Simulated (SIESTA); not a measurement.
Crystal: Al2Au.

```xyz
3
Lattice="0.0000 3.0000 3.0000 3.0000 0.0000 3.0000 3.0000 3.0000 0.0000" Properties=species:S:1:pos:R:3 pbc="T T T"
Au    0.0000    0.0000    0.0000
Al    4.5000    4.5000    4.5000
Al    1.5000    1.5000    1.5000
```

Base run:

* Program: SIESTA 5.4.2
* Functional: PBEsol
* Potentials or basis: PseudoDojo 0.4 standard (PBEsol files, fully relativistic)
* Basis: DZP (energy shift 0.003 Ry; two zetas on semicore shells)
* Grid cutoff: 800 Ry
* Energy shift: 0.003 Ry
* k mesh: 6 × 6 × 6
* Occupations: fermi-dirac, width 0.05 eV
* Spin: non-collinear spin, zero start, spin-orbit coupling
* Starting moments: [[0.0, 0.0, 0.0], [0.0, 0.0, 0.0], [0.0, 0.0, 0.0]] μB

Its results: band gap on the k mesh none (metal or under the smearing width); pressure -0.9 GPa.

Problem. The run is repeated on the same cell with these changes: potentials or basis from PseudoDojo 0.4 standard (PBEsol files, fully relativistic) to PseudoDojo 0.4 standard (PBEsol files); spin from non-collinear spin, zero start, spin-orbit coupling to no spin polarisation. What comes out?

Solution. Band gap on the k mesh none (metal or under the smearing width); pressure 0.5 GPa.

Caveats: short orbitals over semicore shells can move pressures by several GPa; the basis of atomic orbitals isn't converged, which shifts pressures, moduli and gaps.

Not every run made on this cell is shown here.
